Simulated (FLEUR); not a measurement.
# Au (Cmcm) in FLEUR: further runs

Runs on Au. Level: SCAN. Tasks: band structure, equation of state.

Program: FLEUR MaX-R8.1 (later development tree). These are calculated values, not measurements. Logs are shortened: lines on timing, memory, paths and dates and some standing lists are left out, and cuts for length are marked.

**1. The crystal as given**

Symmetry: Cmcm, No. 63, orthorhombic system. Conventional cell: a = 2.823 Å, b = 5.112 Å, c = 4.893 Å, α = 90.00°, β = 90.00°, γ = 90.00°. Around Au (site symmetry m2m) lie 12 Au at 2.82 to 2.97 Å.

This isn't the form of Au at room conditions, which is fcc.

**2. Band structure, SCAN**

The input, inp.xml:

```xml
<?xml version="1.0" encoding="UTF-8" standalone="no"?>
<fleurInput fleurInputVersion="0.39">
   <comment>
      Au                                                                                                  
   </comment>
   <calculationSetup>
      <cutoffs Kmax="4.1" Gmax="12.7" GmaxXC="12.7" numbands="0"/>
      <scfLoop itmax="80" minDistance="0.0001" maxIterBroyd="30" imix="Anderson" alpha="0.05" precondParam="0.0" spinf="2.0" sdNocoIR="T"/>
      <coreElectrons ctail="F" frcor="F" kcrel="0" coretail_lmax="0"/>
      <xcFunctional name="LibXC" relativisticCorrections="F">
         <LibXCName exchange="mgga_x_scan" correlation="mgga_c_scan"/>
         <AuxGGA exchange="117" correlation="130"/>
      </xcFunctional>
      <magnetism jspins="1"/>
      <soc l_soc="F" theta="0.0" phi="0.0" spav="F"/>
      <expertModes spex="0" secvar="F"/>
      <geometryOptimization l_f="F" forcealpha="1.0" forcemix="BFGS" epsdisp="0.00001" epsforce="0.00001"/>
      <ldaU l_linMix="F" mixParam="0.05" spinf="1.0"/>
   </calculationSetup>
   <cell>
      <bzIntegration valenceElectrons="38.0" mode="hist" fermiSmearingEnergy="0.00183747">
         <kPointListSelection listName="default-1"/>
         <!-- k-points included here -->
         <xi:include xmlns:xi="http://www.w3.org/2001/XInclude" href="kpts.xml"> </xi:include>
      </bzIntegration>
      <!-- symmetry operations included here -->
      <xi:include xmlns:xi="http://www.w3.org/2001/XInclude" href="sym.xml"> </xi:include>
      <bulkLattice scale="1.0">
         <bravaisMatrix>
            <row-1>    2.6669893107688116    -4.8300134100704044     0.0000000000000000</row-1>
            <row-2>    2.6669893107688116     4.8300134100704044     0.0000000000000000</row-2>
            <row-3>    0.0000000000000000     0.0000000000000000     9.2467504441157935</row-3>
         </bravaisMatrix>
      </bulkLattice>
   </cell>
   <atomSpecies>
      <species name="Gold (Au)" element="Au" atomicNumber="79">
         <mtSphere radius="2.47" gridPoints="817" logIncrement="0.016"/>
         <atomicCutoffs lmax="10" lnonsphr="10"/>
         <electronConfig flipSpins="F">
            <coreConfig>(1s1/2) (2s1/2) (2p1/2) (2p3/2) (3s1/2) (3p1/2) (3p3/2) (4s1/2) (3d3/2) (3d5/2) (4p1/2) (4p3/2) (4d3/2) (4d5/2) (4f5/2) (4f7/2)</coreConfig>
            <valenceConfig>(5s1/2) (5p1/2) (5p3/2) (6s1/2) (5d3/2) (5d5/2)</valenceConfig>
            <stateOccupation state="(6s1/2)" spinUp="0.500000" spinDown="0.500000"/>
         </electronConfig>
         <energyParameters s="6" p="6" d="5" f="5"/>
         <lo type="SCLO" l="0" n="5" eDeriv="0"/>
         <lo type="SCLO" l="1" n="5" eDeriv="0"/>
         <lo type="SCLO" l="1" n="5" eDeriv="1"/>
         <lo type="SCLO" l="2" n="5" eDeriv="2"/>
         <lo type="SCLO" l="3" n="5" eDeriv="2"/>
      </species>
   </atomSpecies>
   <atomGroups>
      <atomGroup species="Gold (Au)">
         <relPos label="                   1">.3346720300 -.3346720300 1.000/4.000</relPos>
         <relPos label="                   2">-.3346720300 .3346720300 -1.000/4.000</relPos>
         <force calculate="T" relaxXYZ="TTT"/>
      </atomGroup>
   </atomGroups>
   <output dos="F" band="F" slice="F">
      <checks vchk="F" cdinf="F"/>
      <bandDOS minEnergy="-.5*Htr" maxEnergy="0.5*Htr" sigma="0.015" storeEVData="T"/>
      <vacuumDOS vacdos="F" integ="F" star="F" nstars="0" locx1="0.0" locy1="0.0" locx2="0.0" locy2="0.0" nstm="0" tworkf="0.0"/>
      <unfoldingBand unfoldBand="F" supercellX="1" supercellY="1" supercellZ="1"/>
      <plotting iplot="0" polar="F">
         <plot TwoD="T" vec1="  1.0  0.0  0.0" vec2="  0.0  1.0  0.0" vec3="  0.0  0.0  1.0" zero="  0.0  0.0  0.0" file="plot"/>
      </plotting>
      <chargeDensitySlicing numkpt="0" minEigenval="0.0" maxEigenval="0.0" nnne="0" pallst="F"/>
      <specialOutput eonly="F"/>
      <moessbauerParams electricFieldGradient="T" isomerShift="T" coreHyperfine="T" valenceHyperfine="T"/>
      <magneticCircularDichroism mcd="F" energyLo="-10.0" energyUp="0.0"/>
   </output>
  <!-- We include the file relax.xml here to enable relaxations (see documentation) -->
  <xi:include xmlns:xi="http://www.w3.org/2001/XInclude" href="relax.xml"> <xi:fallback/> </xi:include>
</fleurInput>
```

The input, crystal.txt:

```
Au
&input cartesian=F /
1.4113099650  -2.5559330250  0.0000000000
1.4113099650  2.5559330250  0.0000000000
0.0000000000  0.0000000000  4.8931696100
1.8897261246
1.0 1.0 1.0

2
79 0.3346720300  0.6653279700  0.2500000000
79 0.6653279700  0.3346720300  0.7500000000

&kpt div1=11 div2=11 div3=6 gamma=T /
```

The input, inp.xml (bands):

```
<?xml version="1.0" encoding="UTF-8" standalone="no"?>
<fleurInput fleurInputVersion="0.39">
   <comment>
      Au                                                                                                  
   </comment>
   <calculationSetup>
      <cutoffs Kmax="4.1" Gmax="12.7" GmaxXC="12.7" numbands="0"/>
      <scfLoop itmax="80" minDistance="0.0001" maxIterBroyd="30" imix="Anderson" alpha="0.05" precondParam="0.0" spinf="2.0" sdNocoIR="T"/>
      <coreElectrons ctail="F" frcor="F" kcrel="0" coretail_lmax="0"/>
      <xcFunctional name="LibXC" relativisticCorrections="F">
         <LibXCName exchange="mgga_x_scan" correlation="mgga_c_scan"/>
         <AuxGGA exchange="117" correlation="130"/>
      </xcFunctional>
      <magnetism jspins="1"/>
      <soc l_soc="F" theta="0.0" phi="0.0" spav="F"/>
      <expertModes spex="0" secvar="F"/>
      <geometryOptimization l_f="F" forcealpha="1.0" forcemix="BFGS" epsdisp="0.00001" epsforce="0.00001"/>
      <ldaU l_linMix="F" mixParam="0.05" spinf="1.0"/>
   </calculationSetup>
   <cell>
      <bzIntegration valenceElectrons="38.0" mode="hist" fermiSmearingEnergy="0.00183747">
         <kPointListSelection listName="path-1"/>
         <!-- k-points included here -->
         <xi:include xmlns:xi="http://www.w3.org/2001/XInclude" href="kpts.xml"> </xi:include>
      </bzIntegration>
      <!-- symmetry operations included here -->
      <xi:include xmlns:xi="http://www.w3.org/2001/XInclude" href="sym.xml"> </xi:include>
      <bulkLattice scale="1.0">
         <bravaisMatrix>
            <row-1>    2.6669893107688116    -4.8300134100704044     0.0000000000000000</row-1>
            <row-2>    2.6669893107688116     4.8300134100704044     0.0000000000000000</row-2>
            <row-3>    0.0000000000000000     0.0000000000000000     9.2467504441157935</row-3>
         </bravaisMatrix>
      </bulkLattice>
   </cell>
   <atomSpecies>
      <species name="Gold (Au)" element="Au" atomicNumber="79">
         <mtSphere radius="2.47" gridPoints="817" logIncrement="0.016"/>
         <atomicCutoffs lmax="10" lnonsphr="10"/>
         <electronConfig flipSpins="F">
            <coreConfig>(1s1/2) (2s1/2) (2p1/2) (2p3/2) (3s1/2) (3p1/2) (3p3/2) (4s1/2) (3d3/2) (3d5/2) (4p1/2) (4p3/2) (4d3/2) (4d5/2) (4f5/2) (4f7/2)</coreConfig>
            <valenceConfig>(5s1/2) (5p1/2) (5p3/2) (6s1/2) (5d3/2) (5d5/2)</valenceConfig>
            <stateOccupation state="(6s1/2)" spinUp="0.500000" spinDown="0.500000"/>
         </electronConfig>
         <energyParameters s="6" p="6" d="5" f="5"/>
         <lo type="SCLO" l="0" n="5" eDeriv="0"/>
         <lo type="SCLO" l="1" n="5" eDeriv="0"/>
         <lo type="SCLO" l="1" n="5" eDeriv="1"/>
         <lo type="SCLO" l="2" n="5" eDeriv="2"/>
         <lo type="SCLO" l="3" n="5" eDeriv="2"/>
      </species>
   </atomSpecies>
   <atomGroups>
      <atomGroup species="Gold (Au)">
         <relPos label="                   1">.3346720300 -.3346720300 1.000/4.000</relPos>
         <relPos label="                   2">-.3346720300 .3346720300 -1.000/4.000</relPos>
         <force calculate="T" relaxXYZ="TTT"/>
      </atomGroup>
   </atomGroups>
   <output dos="F" band="T" slice="F">
      <checks vchk="F" cdinf="F"/>
      <bandDOS minEnergy="-.5*Htr" maxEnergy="0.5*Htr" sigma="0.015" storeEVData="T"/>
      <vacuumDOS vacdos="F" integ="F" star="F" nstars="0" locx1="0.0" locy1="0.0" locx2="0.0" locy2="0.0" nstm="0" tworkf="0.0"/>
      <unfoldingBand unfoldBand="F" supercellX="1" supercellY="1" supercellZ="1"/>
      <plotting iplot="0" polar="F">
         <plot TwoD="T" vec1="  1.0  0.0  0.0" vec2="  0.0  1.0  0.0" vec3="  0.0  0.0  1.0" zero="  0.0  0.0  0.0" file="plot"/>
      </plotting>
      <chargeDensitySlicing numkpt="0" minEigenval="0.0" maxEigenval="0.0" nnne="0" pallst="F"/>
      <specialOutput eonly="F"/>
      <moessbauerParams electricFieldGradient="T" isomerShift="T" coreHyperfine="T" valenceHyperfine="T"/>
      <magneticCircularDichroism mcd="F" energyLo="-10.0" energyUp="0.0"/>
   </output>
  <!-- We include the file relax.xml here to enable relaxations (see documentation) -->
  <xi:include xmlns:xi="http://www.w3.org/2001/XInclude" href="relax.xml"> <xi:fallback/> </xi:include>
</fleurInput>
```

Potentials or basis: all-electron, FLAPW.

Command:

```bash
$ inpgen -f crystal.txt -profile fastHighL
$ # inp.xml edited to the form shown
$ fleur_MPI
$ fleur_MPI   # second run, on inp.xml (bands)
```

The log of the run:

```text
Welcome to FLEUR        (www.flapw.de)
      MaX-Release 8.1          (www.max-centre.eu)
 func_ids         267         263         267         263
 MetaGGA potential functional detected - V_tau will be computed
 Auxiliary Potential for radial basis: exchange=         117  correlation=         130
The functional 'SCAN exchange of Sun, Ruzsinszky, and Perdew' is an exchange functional, it belongs to the 'MGGA' family and is defined in the reference(s):
[1] J. Sun, A. Ruzsinszky, and J. P. Perdew.,  Phys. Rev. Lett. 115, 036402 (2015)
The functional 'SCAN correlation of Sun, Ruzsinszky, and Perdew' is a correlation functional, it belongs to the 'MGGA' family and is defined in the reference(s):
[1] J. Sun, A. Ruzsinszky, and J. P. Perdew.,  Phys. Rev. Lett. 115, 036402 (2015)
 Using same functional for VXC and EXC

 ========== k-point set info ==========
 Selected k-point list: default-1
 k-point list type: mesh
 11 x 11 x 6
 Number of k points: 144

 ------------Calculation Setup---------------------------
 Number of MPI-tasks      :            1
 Number of PE/node        :            1
 Number of OMP-threads    :            1
 Most efficient MPI parallelization for:
           1           2           3           4           6           8           9          12          16          18          24          36          48          72         144
 Additional eigenvalue parallelization possible
 Number of basis functions:          362
 Approximate size of matrices (H+S) per k-point:         0.002 GB
 --------------------------------------------------------
The functional 'Hammer, Hansen, and Norskov' is an exchange functional, it belongs to the 'GGA' family and is defined in the reference(s):
[1] B. Hammer, L. B. Hansen, and J. K. Nørskov.,  Phys. Rev. B 59, 7413 (1999)
The functional 'Perdew, Burke & Ernzerhof' is a correlation functional, it belongs to the 'GGA' family and is defined in the reference(s):
[1] J. P. Perdew, K. Burke, and M. Ernzerhof.,  Phys. Rev. Lett. 77, 3865 (1996)
[2] J. P. Perdew, K. Burke, and M. Ernzerhof.,  Phys. Rev. Lett. 78, 1396 (1997)
 Using same functional for VXC and EXC
 Using auxiliary GGA potential for the first iteration of MetaGGA calculation.
 Reset of history
 Reset of history
 Iteration:     1   Distance:      65.18260092 me/bohr^3
The functional 'Hammer, Hansen, and Norskov' is an exchange functional, it belongs to the 'GGA' family and is defined in the reference(s):
[1] B. Hammer, L. B. Hansen, and J. K. Nørskov.,  Phys. Rev. B 59, 7413 (1999)
The functional 'Perdew, Burke & Ernzerhof' is a correlation functional, it belongs to the 'GGA' family and is defined in the reference(s):
[1] J. P. Perdew, K. Burke, and M. Ernzerhof.,  Phys. Rev. Lett. 77, 3865 (1996)
[2] J. P. Perdew, K. Burke, and M. Ernzerhof.,  Phys. Rev. Lett. 78, 1396 (1997)
 Using same functional for VXC and EXC
 Iteration:     2   Distance:      61.71845833 me/bohr^3
The functional 'Hammer, Hansen, and Norskov' is an exchange functional, it belongs to the 'GGA' family and is defined in the reference(s):
[1] B. Hammer, L. B. Hansen, and J. K. Nørskov.,  Phys. Rev. B 59, 7413 (1999)
The functional 'Perdew, Burke & Ernzerhof' is a correlation functional, it belongs to the 'GGA' family and is defined in the reference(s):
[1] J. P. Perdew, K. Burke, and M. Ernzerhof.,  Phys. Rev. Lett. 77, 3865 (1996)
[2] J. P. Perdew, K. Burke, and M. Ernzerhof.,  Phys. Rev. Lett. 78, 1396 (1997)
 Using same functional for VXC and EXC
 Iteration:     3   Distance:      58.57313502 me/bohr^3
The functional 'Hammer, Hansen, and Norskov' is an exchange functional, it belongs to the 'GGA' family and is defined in the reference(s):
[1] B. Hammer, L. B. Hansen, and J. K. Nørskov.,  Phys. Rev. B 59, 7413 (1999)
The functional 'Perdew, Burke & Ernzerhof' is a correlation functional, it belongs to the 'GGA' family and is defined in the reference(s):
[1] J. P. Perdew, K. Burke, and M. Ernzerhof.,  Phys. Rev. Lett. 77, 3865 (1996)
[2] J. P. Perdew, K. Burke, and M. Ernzerhof.,  Phys. Rev. Lett. 78, 1396 (1997)
 Using same functional for VXC and EXC
 Iteration:     4   Distance:       9.13578466 me/bohr^3
The functional 'Hammer, Hansen, and Norskov' is an exchange functional, it belongs to the 'GGA' family and is defined in the reference(s):
[1] B. Hammer, L. B. Hansen, and J. K. Nørskov.,  Phys. Rev. B 59, 7413 (1999)
The functional 'Perdew, Burke & Ernzerhof' is a correlation functional, it belongs to the 'GGA' family and is defined in the reference(s):
[1] J. P. Perdew, K. Burke, and M. Ernzerhof.,  Phys. Rev. Lett. 77, 3865 (1996)
[2] J. P. Perdew, K. Burke, and M. Ernzerhof.,  Phys. Rev. Lett. 78, 1396 (1997)
 Using same functional for VXC and EXC
 Iteration:     5   Distance:       2.08612089 me/bohr^3
The functional 'Hammer, Hansen, and Norskov' is an exchange functional, it belongs to the 'GGA' family and is defined in the reference(s):
[... 46 lines left out ...]
 Using same functional for VXC and EXC
 Iteration:    12   Distance:       0.00067747 me/bohr^3
The functional 'Hammer, Hansen, and Norskov' is an exchange functional, it belongs to the 'GGA' family and is defined in the reference(s):
[1] B. Hammer, L. B. Hansen, and J. K. Nørskov.,  Phys. Rev. B 59, 7413 (1999)
The functional 'Perdew, Burke & Ernzerhof' is a correlation functional, it belongs to the 'GGA' family and is defined in the reference(s):
[1] J. P. Perdew, K. Burke, and M. Ernzerhof.,  Phys. Rev. Lett. 77, 3865 (1996)
[2] J. P. Perdew, K. Burke, and M. Ernzerhof.,  Phys. Rev. Lett. 78, 1396 (1997)
 Using same functional for VXC and EXC
 Iteration:    13   Distance:       0.00013786 me/bohr^3
The functional 'Hammer, Hansen, and Norskov' is an exchange functional, it belongs to the 'GGA' family and is defined in the reference(s):
[1] B. Hammer, L. B. Hansen, and J. K. Nørskov.,  Phys. Rev. B 59, 7413 (1999)
The functional 'Perdew, Burke & Ernzerhof' is a correlation functional, it belongs to the 'GGA' family and is defined in the reference(s):
[1] J. P. Perdew, K. Burke, and M. Ernzerhof.,  Phys. Rev. Lett. 77, 3865 (1996)
[2] J. P. Perdew, K. Burke, and M. Ernzerhof.,  Phys. Rev. Lett. 78, 1396 (1997)
 Using same functional for VXC and EXC
 Iteration:    14   Distance:       0.00011470 me/bohr^3
The functional 'Hammer, Hansen, and Norskov' is an exchange functional, it belongs to the 'GGA' family and is defined in the reference(s):
[1] B. Hammer, L. B. Hansen, and J. K. Nørskov.,  Phys. Rev. B 59, 7413 (1999)
The functional 'Perdew, Burke & Ernzerhof' is a correlation functional, it belongs to the 'GGA' family and is defined in the reference(s):
[1] J. P. Perdew, K. Burke, and M. Ernzerhof.,  Phys. Rev. Lett. 77, 3865 (1996)
[2] J. P. Perdew, K. Burke, and M. Ernzerhof.,  Phys. Rev. Lett. 78, 1396 (1997)
 Using same functional for VXC and EXC
 Iteration:    15   Distance:       0.00002177 me/bohr^3

 ********************************************************************
 Run finished successfully
 Stop message:
   all done
 ********************************************************************
```

Run time: 2 min. Hardware: 1 thread of Arm Neoverse V2, shared host; peak memory 0.11 GiB.

What came out:

- Free energy: -1036590.6257 eV
- Band gap along the path: none (metal or under the smearing width)
- Valence electrons inside the program's atomic spheres: Au 17.34 (radii Au 2.47 bohr)

Levels at the corners of the path, in eV from the Fermi level:
| point | band 17 | band 18 | band 19 | band 20 | band 21 | band 22 |
| --- | --- | --- | --- | --- | --- | --- |
| Γ | -3.41 | -2.24 | -2.16 | -0.91 | 2.47 | 15.35 |
| X | -2.44 | -2.38 | 2.25 | 2.61 | 4.19 | 9.77 |
| S | -1.79 | -1.63 | 0.63 | 1.84 | 5.95 | 7.42 |
| R | -1.67 | -1.67 | 0.80 | 0.80 | 4.14 | 4.14 |
| A | -2.10 | -2.10 | 4.21 | 4.21 | 4.86 | 4.86 |
| Z | -2.72 | -2.72 | -2.57 | -2.57 | 10.67 | 10.67 |
| Γ | -3.41 | -2.24 | -2.16 | -0.91 | 2.47 | 15.35 |
| Y | -1.89 | -1.71 | 0.33 | 1.33 | 5.55 | 6.92 |
| X1 | -2.44 | -2.38 | 2.25 | 2.61 | 4.19 | 9.77 |
| A1 | -2.10 | -2.10 | 4.21 | 4.21 | 4.86 | 4.86 |
| T | -1.78 | -1.78 | 0.41 | 0.41 | 3.56 | 3.56 |
| Y | -1.89 | -1.71 | 0.33 | 1.33 | 5.55 | 6.92 |
| Z | -2.72 | -2.72 | -2.57 | -2.57 | 10.67 | 10.67 |
| T | -1.78 | -1.78 | 0.41 | 0.41 | 3.56 | 3.56 |

Core levels (eV from the Fermi level):
| atom | levels |
| --- | --- |
| 1 Au | 1s1/2 -80656.9, 2s1/2 -14216.9, 2p1/2 -13629.8, 2p3/2 -11794.0, 3s1/2 -3352.9, 3p1/2 -3089.6, 3p3/2 -2684.5, 4s1/2 -725.4, 3d3/2 -2248.8, 3d5/2 -2161.8, 4p1/2 -613.2, 4p3/2 -516.1, 4d3/2 -332.9, 4d5/2 -314.8, 4f5/2 -79.9, 4f7/2 -76.1 |
| 2 Au | 1s1/2 -80656.9, 2s1/2 -14216.9, 2p1/2 -13629.8, 2p3/2 -11794.0, 3s1/2 -3352.9, 3p1/2 -3089.6, 3p3/2 -2684.5, 4s1/2 -725.4, 3d3/2 -2248.8, 3d5/2 -2161.8, 4p1/2 -613.2, 4p3/2 -516.1, 4d3/2 -332.9, 4d5/2 -314.8, 4f5/2 -79.9, 4f7/2 -76.1 |

Caveat: the meta-GGA is that of a development version, with a GGA for the radial functions and cores and without core tails; spin-orbit coupling is left out, which moves the levels of the heavy elements.

**3. Equation of state, SCAN, 16.59 Å³/atom (volume scaled by 0.94)**

Changes to inp.xml since step 2:

```diff
@@ -27,3 +27,3 @@
       <xi:include xmlns:xi="http://www.w3.org/2001/XInclude" href="sym.xml"> </xi:include>
-      <bulkLattice scale="1.0">
+      <bulkLattice scale="0.9795861087">
          <bravaisMatrix>
@@ -37,3 +37,3 @@
       <species name="Gold (Au)" element="Au" atomicNumber="79">
-         <mtSphere radius="2.47" gridPoints="817" logIncrement="0.016"/>
+         <mtSphere radius="2.4" gridPoints="817" logIncrement="0.016"/>
          <atomicCutoffs lmax="10" lnonsphr="10"/>
```

Potentials or basis: all-electron, FLAPW.

Command:

```bash
$ inpgen -f crystal.txt -profile fastHighL
$ # inp.xml edited to the form shown
$ fleur_MPI
```

Wall time 1.8 min (1 thread of Arm Neoverse V2, shared host); peak memory 0.1 GiB.

It converged, with:

* Free energy: -1036590.5966 eV
* Band gap on the k mesh: none (metal or under the smearing width)
* Valence electrons inside the program's atomic spheres: Au 17.17 (radii Au 2.4 bohr)

Caveat: the meta-GGA is that of a development version, with a GGA for the radial functions and cores and without core tails.

**4. Equation of state, SCAN, 16.94 Å³/atom (volume scaled by 0.96)**

Changes to inp.xml since step 3:

```diff
@@ -27,3 +27,3 @@
       <xi:include xmlns:xi="http://www.w3.org/2001/XInclude" href="sym.xml"> </xi:include>
-      <bulkLattice scale="0.9795861087">
+      <bulkLattice scale="0.9864848297">
          <bravaisMatrix>
```

Command:

```bash
$ inpgen -f crystal.txt -profile fastHighL
$ # inp.xml edited to the form shown
$ fleur_MPI
```

Wall time 1.8 min (1 thread of Arm Neoverse V2, shared host); peak memory 0.1 GiB.

It converged, with:

| Quantity | Value |
| --- | --- |
| Free energy | -1036590.6173 eV |
| Band gap on the k mesh | none (metal or under the smearing width) |
| Valence electrons inside the program's atomic spheres | Au 17.15 (radii Au 2.4 bohr) |

Caveat: the meta-GGA is that of a development version, with a GGA for the radial functions and cores and without core tails.

(Continued in part 2 of 2.)
